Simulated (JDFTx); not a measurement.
## Li in JDFTx: convergence with k mesh

Li:

```xyz
1
Lattice="-1.7547 1.7547 1.7547 1.7547 -1.7547 1.7547 1.7547 1.7547 -1.7547" Properties=species:S:1:pos:R:3 pbc="T T T"
Li    0.0000    0.0000    0.0000
```

```yaml
Program: JDFTx 1.7.0 (patched build)
Task: convergence study
Functional: PBE
Potentials_or_basis: PseudoDojo-SR-PBE-0.5-standard
Cutoff: 1007 eV
Density_cutoff: 4027 eV
k_mesh: 2 × 2 × 2
Occupations: methfessel-paxton, width 0.1 eV
Spin: no spin polarisation
```

These are the settings of the first run; the series varies k mesh, with any setting tied to it.

Hardware: 1 thread of Arm Neoverse V2, on a shared host.

```tsv
k mesh	energy less the tightest run, at zero smearing (meV/atom)	pressure (GPa)	SCF cycles	CPU time (s)	peak memory (GiB)
2 × 2 × 2	661.82	-0.74	8	0.82	0.04
3 × 3 × 3	-158.96	-1.39	7	0.88	0.04
4 × 4 × 4	138.76	-0.21	7	1.3	0.04
6 × 6 × 6	38.75	-0.68	7	2.3	0.04
7 × 7 × 7	-0.39	-0.80	7	2.8	0.04
9 × 9 × 9	-1.49	-0.81	7	4.7	0.04
11 × 11 × 11	-2.34	-0.82	7	7.2	0.05
13 × 13 × 13	0.00	-0.84	7	11	0.06
```

Against the tightest run, the pressure stays within 0.1 GPa from 7 × 7 × 7 on. Not settled before the last step: the energy (to 1 meV/atom). Meshes of other sizes hit other points, so gaps and Fermi surfaces needn't settle smoothly. The tightest run that finished is the yardstick and may itself not be fully converged.
